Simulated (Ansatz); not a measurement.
Wires are cut from relaxed bulk AlRu (Pm-3m, 13.56 Å³/atom, gap on the mesh 0.00 eV); atoms and period are relaxed, and energies count from that bulk.

Computed with DFT PBE, scalar-relativistic, plane waves, PAW in Ansatz.

Settings: cutoff 420 eV, Γ-centred mesh 1×1×18 on the computed 8-atom cell, Gaussian smearing of 0.05 eV; no spin polarisation.

Start ([001] wire, 8 host atoms a period):

```
Al Ru
1.0
    13.50000    0.00000    0.00000
     0.00000   15.30000    0.00000
     0.00000    0.00000    3.00408
Al Ru
4 4
Direct
  0.44437 0.30365 0.00000
  0.44437 0.50000 0.00000
  0.44437 0.69635 0.00000
  0.66689 0.50000 0.00000
  0.33311 0.40183 0.50000
  0.33311 0.59817 0.50000
  0.55563 0.40183 0.50000
  0.55563 0.59817 0.50000
```

Relax it.

The free energy falls by 113 meV/atom.

| Item | Value |
| --- | --- |
| excess energy (eV per host atom) | 1.271 |
| line energy (eV/Å) | 3.676 |
| period (Å) | 2.766 |
| gap on the mesh (eV) | 0 |

Relaxed structure:
```xyz
8
Lattice="13.5000 0.0000 0.0000 0.0000 15.3000 0.0000 0.0000 0.0000 2.7656" Properties=species:S:1:pos:R:3 pbc="T T T"
Al    5.9325    4.7256    0.0000
Al    6.1412    7.6500    0.0000
Al    5.9325   10.5744    0.0000
Al    8.9763    7.6500    0.0000
Ru    4.4985    6.3422    1.3828
Ru    4.4985    8.9578    1.3828
Ru    7.5082    6.0880    1.3828
Ru    7.5082    9.2120    1.3828
```

Each run keeps its start's symmetry and one magnetic start, so lower states can exist.

Time: 110 s on 4 threads of Intel(R) Xeon(R) Platinum 8175M CPU @ 2.50GHz (Skylake/Cascade Lake), on a shared host, peak memory 1.2 GiB.